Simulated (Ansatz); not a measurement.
**Cubic perovskite BaSnO₃**

Computed with r²SCAN+rVV10 (plane waves, PAW; Ansatz, an electronic-structure program).

Settings: plane-wave cutoff 560 eV, 8×8×8 k mesh, Fermi–Dirac smearing 0.01 eV, scalar-relativistic PAW data made under PBE.

Cell (relaxed at this level):

Space group Pm-3m (No. 221); a = 4.118 Å, b = 4.118 Å, c = 4.118 Å, α = 90.00°, β = 90.00°, γ = 90.00°

```csv
atom,site,symmetry,x,y,z
Ba,1a,m-3m,0.0000,0.0000,0.0000
Sn,1b,m-3m,0.5000,0.5000,0.5000
O,3c,4/mm.m,0.0000,0.5000,0.5000
```

```yaml
bulk modulus B0: 163 GPa
band_gap: 1.68 eV
smallest_direct_gap_on_the_k_points_sampled: 2.15 eV
pressure derivative B′ of the bulk modulus: 4.8
```

Measured, for comparison: band gap 2.95 eV (temperature not stated, no zero-point or thermal correction, indirect, from the absorption edge of a single crystal; as tabulated in Kim et al. (2012), arXiv:1207.0764).

Spin–orbit coupling is not included.

Computed values are for the static lattice.

Computing time: very roughly 2.4 core-minutes.
